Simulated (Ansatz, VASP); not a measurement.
Ni: VASP beside Ansatz

```
Ni
1.0
     0.00000    1.49228    1.49228
     1.49228    0.00000    1.49228
     1.49228    1.49228    0.00000
Ni
1
Direct
  0.00000 0.00000 0.00000
```

Alike in both runs: functional PBE; k mesh 22 × 22 × 22; occupations fermi-dirac, width 0.1 eV; collinear spin.

Ansatz relaxed the structure, and its values are those at the end. VASP's run is a single point on that final structure, the one shown.

|  | VASP | Ansatz |
| --- | --- | --- |
| version | VASP 6.6.1 | Ansatz 0.2.0 |
| potentials or method | VASP PAW PBE potentials, release 64 (Ni), cutoff 520 eV | all-electron LAPW, scalar-relativistic |

|  | VASP | Ansatz | Ansatz less VASP |
| --- | --- | --- | --- |
| net moment per atom (μB) | 0.39 | 0.40 | +0.012 |
| size of the moment on the site where the two differ most (μB) | 0.37 | 0.41 | +0.046 |

Site moments also hang on the region over which each program counts them. Ansatz ran all-electron here, so the differences hold the error of VASP's frozen core and of both bases.
